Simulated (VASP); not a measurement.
# TiSi2: relaxation of cell and atoms with PBE

The system is TiSi2.

```
Ti Si
1.0
     0.00000    4.11752    4.26290
     2.38951    0.00000    4.26290
     2.38951    4.11752    0.00000
Ti Si
2 4
Direct
  0.75000 0.75000 0.75000
  0.50000 0.50000 0.50000
  0.41257 0.08743 0.41257
  0.08743 0.41257 0.08743
  0.16257 0.83743 0.16257
  0.83743 0.16257 0.83743
```

The cell is a database's computed one.

| Item | Value |
| --- | --- |
| Program | VASP 6.6.1 |
| Task | relaxation of cell and atoms |
| Functional | PBE |
| Potentials or basis | VASP PAW PBE potentials, release 64 (Ti_sv_GW, Si_GW) |
| Cutoff | 680 eV |
| k mesh | 7 × 7 × 7 |
| Occupations | fermi-dirac, width 0.05 eV |
| Spin | no spin polarisation |
| Further INCAR settings | ALGO = Normal; EDIFF = 1e-06; IBRION = 2; EDIFFG = -0.01; NSW = 60; ISIF = 3 |

```
Relaxed volume                         : 14.14 Å³/atom
Relaxed cell                           : a = 5.946 Å, b = 4.914 Å, c = 4.769 Å, α = 75.76°, β = 53.22°, γ = 51.02°
Space group after relaxing (to 0.05 Å) : Fddd (No. 70)
Energy gained by relaxing              : 1.2 meV/atom
Ionic steps                            : 5
Pressure after relaxing                : 0.0 GPa
Largest force after relaxing           : 0.007 eV/Å
Band gap on the k mesh                 : none (metal or under the smearing width)
```

Forces in eV/Å, atoms in the order of the input:
```
Ti   0.000  0.000  0.000
Ti   0.000  0.000  0.000
Si   0.000  0.007  0.000
Si   0.000 -0.007  0.000
Si   0.000  0.007  0.000
Si   0.000 -0.007  0.000
```

Step by step:
| step | energy change (eV) | largest force (eV/Å) | pressure (GPa) | volume (Å³) |
| --- | --- | --- | --- | --- |
| 1 | 0.0000 | 0.0206 | 1.87 | 83.88 |
| 2 | -0.0004 | 0.0036 | -1.79 | 85.88 |
| 3 | -0.0073 | 0.0083 | -0.03 | 84.89 |
| 4 | -0.0073 | 0.0081 | -0.02 | 84.87 |
| 5 | -0.0073 | 0.0070 | 0.04 | 84.84 |

Final structure:
```xyz
6
Lattice="0.0000 4.1204 4.2874 2.4013 0.0000 4.2874 2.4013 4.1204 0.0000" Properties=species:S:1:pos:R:3 pbc="T T T"
Ti    3.6020    6.1806    6.4311
Ti    2.4013    4.1204    4.2874
Si    1.2007    3.4007    2.1437
Si    1.2007    0.7197    2.1437
Si    2.4013    1.3405    4.2874
Si    2.4013    6.9003    4.2874
```

Levels at points of the mesh, in eV from the Fermi level:
| k point | band 16 | band 17 | band 18 | band 19 | band 20 | band 21 | band 22 | band 23 | band 24 |
| --- | --- | --- | --- | --- | --- | --- | --- | --- | --- |
| (0.00, 0.00, 0.00) | -2.52 | -2.26 | -2.06 | -1.78 | -1.33 | -0.90 | 2.04 | 3.08 | 3.27 |

It took 15 min on 1 thread of Intel(R) Xeon(R) Platinum 8375C CPU @ 2.90GHz (Ice Lake) (shared host), peak memory 0.47 GiB.
